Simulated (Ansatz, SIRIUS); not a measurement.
This is a calculation of CuO (Tenorite) for Ansatz 0.2.0. 

The input input.yaml:

```yaml
crystal:
  lattice:
    - [2.34185, -1.7113, 0.0]
    - [2.34185, 1.7113, 0.0]
    - [-0.8500274268, 0.0, 5.0578693947]
  atoms:
    - { symbol: Cu, position: [0.5, 0.0, 0.5] }
    - { symbol: Cu, position: [0.0, 0.5, 0.0] }
    - { symbol: O, position: [0.4184, 0.5816, 0.75] }
    - { symbol: O, position: [0.5816, 0.4184, 0.25] }
hamiltonian:
  xc: pbesol
  pseudopotentials: { kind: paw }
kpoints:
  mp_grid: { grid: [10, 10, 5] }
scf:
  occupations: { method: fermi_dirac, width: 0.05 }
output:
  forces: true
  stress: true
  eigenvalues: true
```

Potentials or basis: Ansatz PAW.

The run is started by

```console
$ ansatz run input.yaml --threads 1 --pin off --max-ram 3584MiB --backend cpu --events-out ev --progress --plain --runs-dir out
```

Task: Set up the same calculation for SIRIUS 7.12.0. Potentials or basis there: PseudoDojo 0.4.1 PBEsol standard (scalar relativistic), cutoff 1254 eV.

Result: As run (cutoffs and basis follow the program's own potentials, and thresholds, step limits or extra output files can differ):

Contents of sirius.json:

```json
{
  "control": {
    "processing_unit": "cpu",
    "verbosity": 2,
    "num_bands_to_print": 35,
    "print_forces": true,
    "print_stress": true
  },
  "parameters": {
    "electronic_structure_method": "pseudopotential",
    "xc_functionals": ["XC_GGA_X_PBE_SOL", "XC_GGA_C_PBE_SOL"],
    "gk_cutoff": 9.6,
    "pw_cutoff": 19.2,
    "ngridk": [10, 10, 5],
    "shiftk": [0, 0, 0],
    "smearing": "fermi_dirac",
    "smearing_width": 0.0018374661,
    "num_bands": 35,
    "num_mag_dims": 0,
    "num_dft_iter": 100,
    "energy_tol": 1e-08,
    "density_tol": 1e-06
  },
  "iterative_solver": {
    "type": "davidson",
    "min_tolerance": 1e-10
  },
  "mixer": {
    "type": "anderson",
    "beta": 0.7,
    "max_history": 8
  },
  "settings": {
    "tol_ne": 1e-10,
    "pseudo_grid_cutoff": 6.5
  },
  "unit_cell": {
    "lattice_vectors": [
      [4.425455124955, -3.233888317072, 0.0],
      [4.425455124955, 3.233888317072, 0.0],
      [-1.606319035072, 0.0, 9.55798793011]
    ],
    "atom_coordinate_units": "lattice",
    "atom_types": ["Cu", "O"],
    "atom_files": {
      "Cu": "Cu.json",
      "O": "O.json"
    },
    "atoms": {
      "Cu": [
        [0.5, 0.0, 0.5],
        [0.0, 0.5, 0.0]
      ],
      "O": [
        [0.4184, 0.5816, 0.75],
        [0.5816, 0.4184, 0.25]
      ]
    }
  }
}
```

Potentials or basis: PseudoDojo 0.4.1 PBEsol standard (scalar relativistic).

Launch:

```bash
$ upf_to_json Cu.upf
$ upf_to_json O.upf
$ OMP_NUM_THREADS=1 sirius.scf --input=sirius.json --output=out.json --task=0
```

Both were run:

|  | Ansatz | SIRIUS |
| --- | --- | --- |
| Pressure | -2.7 GPa | -3.0 GPa |
| Largest force | 0.362 eV/Å | 0.374 eV/Å |

Ansatz's pressure holds a Pulay term of +0.76 GPa for its cutoff of 420 eV, which the other run lacks.

Ansatz's potentials were made for PBE.

Where Ansatz's input types no cutoff or centring, it takes its own default and a Γ-centred mesh.

Pressure is positive in compression.
